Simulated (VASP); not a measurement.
# LiF (I4/mmm) in VASP: a series of runs

One crystal, LiF, is run at these levels: PBEsol; tasks: single point.

Everything below comes from runs of VASP 6.6.1. Logs are shortened: lines on timing, memory, paths and dates and some standing lists are left out, and cuts for length are marked.

### 1 The cell of the first run

The structure is tetragonal, space group I4/mmm (No. 139). Conventional cell: a = 2.848 Å, b = 2.848 Å, c = 4.179 Å, α = 90.00°, β = 90.00°, γ = 90.00°. Li (site symmetry 4/mmm) is surrounded by 6 F at 2.01 to 2.09 Å. F (site symmetry 4/mmm) is surrounded by 6 Li at 2.01 to 2.09 Å.

### 2 Single point, PBEsol (strain +0.0375 x Voigt [1, 0, 0, 0, 0, 0], atoms carried along)

INCAR

```
ALGO     = Normal         # electronic algorithm
EDIFF    = 1E-6           # SCF threshold, eV
ENCUT    = 520            # plane-wave cutoff, eV
GGA      = PS             # functional
ISIF     = 2              # what is computed and relaxed
ISMEAR   = 0              # smearing method
LASPH    = True           # aspherical terms in the spheres
LCHARG   = False          # write CHGCAR
LREAL    = False          # projectors in reciprocal space
LWAVE    = False          # write WAVECAR
NBANDS   = 12             # bands
NELM     = 60             # most SCF steps
PREC     = Accurate       # precision mode
SIGMA    = 0.05           # smearing width, eV
```

KPOINTS

```
k-points
0
Gamma
  10 10 10
```

POSCAR

```
LiF
1.0
    0.0000000000      2.0140000000      2.0140000000
    2.0895250000      0.0000000000      2.0140000000
    2.0895250000      2.0140000000      0.0000000000
Li F
1 1
Direct
    0.0000000000      0.0000000000      0.0000000000
    0.5000000000      0.5000000000      0.5000000000
```

Potentials or basis: VASP PAW PBE potentials, release 64 (Li_sv, F).

Command:

```console
cat potpaw_PBE.64/Li_sv/POTCAR potpaw_PBE.64/F/POTCAR > POTCAR
mpirun -np 1 vasp_std > vasp.out
```

OUTCAR:

```text
EDIFF = 1E-6
   ENCUT = 520
   GGA = PS
   ISIF = 2
   ISMEAR = 0
   LASPH = True
   LREAL = False
   NELM = 60
   PREC = Accurate

 ion  position               nearest neighbor table
   1  0.000  0.000  0.000-   2 2.01   2 2.01   2 2.01   2 2.01   2 2.09   2 2.09
   2  0.500  0.500  0.500-   1 2.01   1 2.01   1 2.01   1 2.01   1 2.09   1 2.09

  LATTYP: Found a body centered tetragonal cell.
 ALAT       =     2.8482261146
 C/A-ratio  =     1.4672465710

  Lattice vectors:

 A1 = (   2.0895250000,   0.0000000000,   2.0140000000)
 A2 = (   2.0895250000,   0.0000000000,  -2.0140000000)
 A3 = (  -2.0895250000,   2.0140000000,   0.0000000000)

Analysis of symmetry for initial positions (statically):
=====================================================================
 Subroutine PRICEL returns:
 Original cell was already a primitive cell.

 Routine SETGRP: Setting up the symmetry group for a
 body centered tetragonal supercell.

 Subroutine GETGRP returns: Found 16 space group operations
 (whereof 16 operations were pure point group operations)
 out of a pool of 16 trial point group operations.

The static configuration has the point symmetry D_4h.

Analysis of symmetry for dynamics (positions and initial velocities):
=====================================================================
 Subroutine PRICEL returns:
 Original cell was already a primitive cell.

 Routine SETGRP: Setting up the symmetry group for a
 body centered tetragonal supercell.

 Subroutine GETGRP returns: Found 16 space group operations
 (whereof 16 operations were pure point group operations)
 out of a pool of 16 trial point group operations.

The dynamic configuration has the point symmetry D_4h.

 Subroutine INISYM returns: Found 16 space group operations
 (whereof 16 operations are pure point group operations),
 and found     1 'primitive' translations

----------------------------------------------------------------------------------------

                                     Primitive cell

  volume of cell :      16.9510

  direct lattice vectors                    reciprocal lattice vectors
     0.000000000  2.014000000  2.014000000    -0.239288834  0.248262165  0.248262165
     2.089525000  0.000000000  2.014000000     0.239288834 -0.248262165  0.248262165
     2.089525000  2.014000000  0.000000000     0.239288834  0.248262165 -0.248262165

  length of vectors
     2.848226115  2.902121763  2.902121763     0.424885103  0.424885103  0.424885103

  position of ions in fractional coordinates (direct lattice)
     0.000000000  0.000000000  0.000000000
     0.500000000  0.500000000  0.500000000

  ion indices of the primitive-cell ions
   primitive index   ion index
                 1           1
                 2           2

----------------------------------------------------------------------------------------

 KPOINTS: k-points

Automatic generation of k-mesh.
 Grid dimensions read from file:
 generate k-points for:   10   10   10

 Generating k-lattice:

  Cartesian coordinates                     Fractional coordinates (reciprocal lattice)
    -0.023928883  0.024826216  0.024826216     0.100000000  0.000000000  0.000000000
     0.023928883 -0.024826216  0.024826216     0.000000000  0.100000000  0.000000000
     0.023928883  0.024826216 -0.024826216     0.000000000  0.000000000  0.100000000

  Length of vectors
     0.042488510  0.042488510  0.042488510

  Shift w.r.t. Gamma in fractional coordinates (k-lattice)
     0.000000000  0.000000000  0.000000000

 Subroutine IBZKPT returns following result:
 ===========================================

 Found    102 irreducible k-points:

 Following reciprocal coordinates:
            Coordinates               Weight
  0.000000  0.000000  0.000000      1.000000
  0.100000  0.000000  0.000000      8.000000
  0.200000  0.000000  0.000000      8.000000
  0.300000  0.000000  0.000000      8.000000
  0.400000  0.000000  0.000000      8.000000
  0.500000  0.000000  0.000000      4.000000
[... 16 lines left out ...]
  0.300000  0.300000  0.000000      4.000000
  0.400000  0.300000 -0.000000     16.000000
 [... further k-points ...]
   k-points           NKPTS =    102   k-points in BZ     NKDIM =    102   number of bands    NBANDS=     12
   number of dos      NEDOS =    301   number of ions     NIONS =      2
   total plane-waves  NPLWV =  13824
   dimension x,y,z NGX =    24 NGY =   24 NGZ =   24
   dimension x,y,z NGXF=    48 NGYF=   48 NGZF=   48
   ions per type =               1   1
   NGX,Y,Z   is equivalent  to a cutoff of  14.01, 13.75, 13.75 a.u.
   NGXF,Y,Z  is equivalent  to a cutoff of  28.02, 27.50, 27.50 a.u.
 SYSTEM =  unknown system
   PREC   = accura    normal or accurate (medium, high low for compatibility)
   ISTART =      0    job   : 0-new  1-cont  2-samecut
   ICHARG =      2    charge: 1-file 2-atom 10-const
   ISPIN  =      1    spin polarized calculation?
   LNONCOLLINEAR =      F non collinear calculations
   LSORBIT =      F    spin-orbit coupling
   LASPH  =      T    aspherical Exc in radial PAW
   ENCUT  =  520.0 eV  38.22 Ry    6.18 a.u.   5.30  5.40  5.40*2*pi/ulx,y,z
   NELM   =     60;   NELMIN=  2; NELMDL= -5     # of ELM steps
   EDIFF  = 0.1E-05   stopping-criterion for ELM
   LREAL  =      F    real-space projection
   EDIFFG = 0.1E-04   stopping-criterion for IOM
   NSW    =      0    number of steps for IOM
   IBRION =     -1    ionic relax: 0-MD 1-quasi-New 2-CG
   NFREE  =      0    steps in history (QN), initial steepest desc. (CG)
   ISIF   =      2    stress and relaxation
   ISYM   =      2    0-nonsym 1-usesym 2-fastsym
   POTIM  = 0.5000    time-step for ionic-motion
   TEBEG  =    0.0;   TEEND  =   0.0 temperature during run
   PSTRESS=    0.0 pullay stress
   NELECT =      10.0000    total number of electrons
   NUPDOWN=      -1.0000    fix difference up-down
   EMIN   =  10.00;   EMAX   =-10.00  energy-range for DOS
   EFERMI =   0.00;   METHOD = LEGACY
   ISMEAR =     0;   SIGMA  =   0.05  broadening in eV -4-tet -1-fermi 0-gaus
   EFERMI_NEDOS =   21; number of points for ismear=-14 and -15
   IALGO  =     38    algorithm
   IMIX   =      4    mixing-type and parameters
     AMIX     =   0.40;   BMIX     =  1.00
     AMIX_MAG =   1.60;   BMIX_MAG =  1.00
  volume/ion in A,a.u.               =       8.48        57.20
  Fermi-wavevector in a.u.,A,eV,Ry     =   1.373017  2.594626 25.649382  1.885176
  Thomas-Fermi vector in A             =   2.498572
   LORBIT       =      0    0 simple, 1 ext, 2 COOP (PROOUT), +10 PAW based schemes
   GGA     = PS    functional components
   LHFCALC =     F    Hartree Fock is set to
   AEXX    =    0.0000 exact exchange contribution
   IVDW    =     0    specifies the selected vdW correction
   LEPSILON=     F    determine dielectric tensor
   LRPA    =     F    only Hartree local field effects (RPA)
 non-spin polarized calculation
 Gauss-broadening in eV      SIGMA  =   0.05
  energy-cutoff  :      520.00
  volume of cell :       16.95
 maximum number of plane-waves:       475
 NGX is ok and might be reduce to    24
   NGX = 11   NGY = 11   NGZ = 11

 number of electron      10.0000000 magnetization

 number of electron       9.9999999 magnetization

 Free energy of the ion-electron system (eV)
  ---------------------------------------------------
  ext. energy  EPLUGINS =         0.00000000
  ---------------------------------------------------
  free energy    TOTEN  =        -9.84150382 eV

  energy without entropy =       -9.84150382  energy(sigma->0) =       -9.84150382

 E-fermi :  -0.8850     XC(G=0): -10.0165

 val. band max:       -1.2773947438   @ k =   0.0000   0.0000   0.0000
 cond. band min:       7.2699903431   @ k =   0.0000   0.0000   0.0000
 fundamental gap:      8.5473850869
 Fermi energy:        -0.8849856986

 k-point     1 :       0.0000    0.0000    0.0000
  band No.  band energies     occupation
      1     -41.6130      2.00000
      2     -21.0908      2.00000
      3      -1.3532      2.00000
      4      -1.3532      2.00000
      5      -1.2774      2.00000
      6       7.2700      0.00000
      7      21.5203      0.00000
      8      22.2368      0.00000
      9      22.3173      0.00000
     10      22.3173      0.00000
     11      22.5477      0.00000
     12      22.5477      0.00000

 k-point     2 :       0.1000    0.0000    0.0000
  band No.  band energies     occupation
      1     -41.6077      2.00000
      2     -21.0534      2.00000
      3      -1.6147      2.00000
      4      -1.3691      2.00000
      5      -1.3263      2.00000
      6       7.5666      0.00000
      7      19.3882      0.00000
      8      20.5735      0.00000
      9      21.1242      0.00000
     10      23.2682      0.00000
     11      23.5543      0.00000
     12      23.5585      0.00000

 k-point     3 :       0.2000    0.0000    0.0000
  band No.  band energies     occupation
      1     -41.5940      2.00000
      2     -20.9547      2.00000
      3      -2.2841      2.00000
      4      -1.4097      2.00000
      5      -1.4016      2.00000
      6       8.2299      0.00000
      7      16.9568      0.00000
      8      19.0966      0.00000
      9      19.7147      0.00000
     10      24.2840      0.00000
     11      24.7919      0.00000
     12      24.8419      0.00000
[... 286 lines left out ...]
 k-point    23 :       0.3000    0.3000    0.0000
  band No.  band energies     occupation
      1     -41.5650      2.00000
      2     -20.6890      2.00000
      3      -3.1630      2.00000
      4      -2.0718      2.00000
      5      -1.8911      2.00000
      6      10.5142      0.00000
      7      16.0137      0.00000
      8      17.3351      0.00000
      9      18.1136      0.00000
     10      18.6156      0.00000
     11      31.9988      0.00000
     12      32.6254      0.00000

 k-point    24 :       0.4000    0.3000   -0.0000
  band No.  band energies     occupation
      1     -41.5546      2.00000
      2     -20.5829      2.00000
      3      -3.5653      2.00000
      4      -2.2352      2.00000
      5      -2.0308      2.00000
      6      11.3620      0.00000
      7      14.8662      0.00000
      8      16.7988      0.00000
      9      18.1120      0.00000
     10      19.1912      0.00000
     11      31.7466      0.00000
     12      32.5767      0.00000

 [... further k-points ...]

------------------------ aborting loop because EDIFF is reached ----------------------------------------

  FORCE on cell =-STRESS in cart. coord.  units (eV):
  Direction    XX          YY          ZZ          XY          YZ          ZX
  --------------------------------------------------------------------------------------
  -------------------------------------------------------------------------------------
  Total       -0.5118996     -0.2930768     -0.2930768      0.0000000      0.0000000      0.0000000
  in kB      -48.3836812    -27.7010022    -27.7010022      0.0000000      0.0000000      0.0000000
  external PRESSURE =     -34.5952286 kB  Pullay stress =       0.0000000 kB

 VOLUME and BASIS-vectors are now :
 -----------------------------------------------------------------------------
  energy-cutoff  :      520.00
  volume of cell :       16.95
      direct lattice vectors                 reciprocal lattice vectors
     0.000000000  2.014000000  2.014000000    -0.239288834  0.248262165  0.248262165
     2.089525000  0.000000000  2.014000000     0.239288834 -0.248262165  0.248262165
     2.089525000  2.014000000  0.000000000     0.239288834  0.248262165 -0.248262165

 POSITION                                       TOTAL-FORCE (eV/Angst)
 -----------------------------------------------------------------------------------
      0.00000      0.00000      0.00000         0.000000      0.000000      0.000000
      2.08953      2.01400      2.01400         0.000000     -0.000000     -0.000000
 -----------------------------------------------------------------------------------
    total drift:                               -0.000000     -0.000000      0.000000

  FREE ENERGIE OF THE ION-ELECTRON SYSTEM (eV)
  ---------------------------------------------------
  free  energy   TOTEN  =        -9.8415038180 eV

  energy  without entropy=       -9.8415038180  energy(sigma->0) =       -9.84150382
```

Run time: 11 s. Hardware: 1 thread of Intel Xeon Platinum 8259CL at 2.50GHz (Skylake/Cascade Lake), shared host; peak memory 0.14 GiB.

What came out:

```yaml
Free_energy: -9.8415 eV
Band_gap_on_the_k_mesh: 8.55 eV, direct
```

Caveat: the cutoff is under 1.25 times the usual one of these potentials, so pressure, stress and relaxed cells hold a basis-set (Pulay) error; the PAW data sets were made with another functional, which shifts forces and pressure a little. A k mesh can miss the band edges.

### 3 Single point, PBEsol (strain -0.0750 x Voigt [1, 0, 0, 0, 0, 0], atoms carried along)

INCAR

```
SYSTEM = LiF
ALGO = Normal
EDIFF = 1E-6
ENCUT = 520
GGA = PS
ISIF = 2
ISMEAR = 0
LASPH = .TRUE.
LCHARG = .FALSE.
LREAL = .FALSE.
LWAVE = .FALSE.
NBANDS = 12
NELM = 60
PREC = Accurate
SIGMA = 0.05
```

KPOINTS

```
k-points
0
G
  10 10 10
  0 0 0
```

POSCAR

```
LiF
1.0
    0.0000000000      2.0140000000      2.0140000000
    1.8629500000      0.0000000000      2.0140000000
    1.8629500000      2.0140000000      0.0000000000
Li F
1 1
Direct
    0.0000000000      0.0000000000      0.0000000000
    0.5000000000      0.5000000000      0.5000000000
```

Potentials or basis: VASP PAW PBE potentials, release 64 (Li_sv, F).

Command:

```console
cat potpaw_PBE.64/Li_sv/POTCAR potpaw_PBE.64/F/POTCAR > POTCAR
mpirun -np 1 vasp_std > vasp.out
```

Run time: 8.8 s. Hardware: 1 thread of Intel Xeon Platinum 8259CL at 2.50GHz (Skylake/Cascade Lake), shared host; peak memory 0.13 GiB.

Results (log left out):

- Free energy: -9.8094 eV
- Band gap on the k mesh: 9.53 eV, direct

Levels at points of the mesh, in eV from the valence-band top:
```
           k point  band 1  band 2  band 3  band 4  band 5  band 6  band 7  band 8  band 9  band 10
(0.00, 0.00, 0.00)  -40.10  -20.15   -0.24    0.00    0.00    9.53   24.17   24.17   24.67    24.67
(0.50, 0.00, 0.00)  -40.01  -19.67   -2.86   -0.42   -0.24   10.91   17.40   18.57   20.14    31.23
(0.50, 0.50, 0.00)  -40.00  -19.35   -3.52   -1.39   -0.86   14.84   16.94   18.21   20.71    22.09
(0.00, 0.50, 0.50)  -39.98  -19.25   -3.42   -1.38   -1.38   15.77   16.37   18.38   20.22    20.22
```

Caveat: the cutoff is under 1.25 times the usual one of these potentials, so pressure, stress and relaxed cells hold a basis-set (Pulay) error; the PAW data sets were made with another functional, which shifts forces and pressure a little. A k mesh can miss the band edges.

### 4 Single point, PBEsol (strain -0.1500 x Voigt [1, 0, 0, 0, 0, 0], atoms carried along)

INCAR

```
PREC = Accurate
ENCUT = 520
EDIFF = 1E-6
ISMEAR = 0
SIGMA = 0.05
LREAL = False
LASPH = True
NELM = 60
ALGO = Normal
ISIF = 2
LWAVE = False
LCHARG = False
GGA = PS
NBANDS = 12
```

KPOINTS

```
Automatic mesh
0
Gamma
  10 10 10
```

POSCAR

```
LiF
1.0
    0.0000000000      2.0140000000      2.0140000000
    1.7119000000      0.0000000000      2.0140000000
    1.7119000000      2.0140000000      0.0000000000
Li F
1 1
Direct
    0.0000000000      0.0000000000      0.0000000000
    0.5000000000      0.5000000000      0.5000000000
```

Command:

```console
cat potpaw_PBE.64/Li_sv/POTCAR potpaw_PBE.64/F/POTCAR > POTCAR
mpirun -np 1 vasp_std > vasp.out
```

It took 9.6 s on 1 thread of Intel Xeon Platinum 8259CL at 2.50GHz (Skylake/Cascade Lake), shared host; peak memory 0.13 GiB.

It converged, with:

```
Free energy            : -9.5879 eV
Band gap on the k mesh : 10.14 eV, direct
```

Levels at points of the mesh, in eV from the valence-band top:
| k point | band 3 | band 4 | band 5 | band 6 | band 7 | band 8 |
| --- | --- | --- | --- | --- | --- | --- |
| (0.00, 0.00, 0.00) | -0.61 | 0.00 | 0.00 | 10.14 | 24.56 | 24.56 |
| (0.50, 0.00, 0.00) | -3.15 | -0.65 | -0.24 | 11.26 | 18.27 | 18.37 |
| (0.50, 0.50, 0.00) | -4.11 | -1.84 | -0.66 | 15.13 | 17.99 | 19.21 |
| (0.00, 0.50, 0.50) | -3.80 | -1.87 | -1.87 | 15.28 | 18.58 | 19.75 |

Caveat: the cutoff is under 1.25 times the usual one of these potentials, so pressure, stress and relaxed cells hold a basis-set (Pulay) error; the PAW data sets were made with another functional, which shifts forces and pressure a little. A k mesh can miss the band edges.

### 5 Overview

| cell | gap on the mesh (eV) |
| --- | --- |
| strain +0.0375 x Voigt [1, 0, 0, 0, 0, 0], atoms carried along | 8.55 |
| strain -0.0750 x Voigt [1, 0, 0, 0, 0, 0], atoms carried along | 9.53 |
| strain -0.1500 x Voigt [1, 0, 0, 0, 0, 0], atoms carried along | 10.14 |

Alike in all rows: task single point; level PBEsol; potentials or basis VASP PAW PBE potentials, release 64 (Li_sv, F); no spin polarisation; k mesh 10 × 10 × 10; cutoff (eV) 520; smearing gaussian 0.05 eV.

Caveats: the cutoff is under 1.25 times the usual one of these potentials, so pressure, stress and relaxed cells hold a basis-set (Pulay) error; the PAW data sets were made with another functional, which shifts forces and pressure a little.

Total energies depend on the potentials used, so only differences within one code and one set of settings carry meaning.
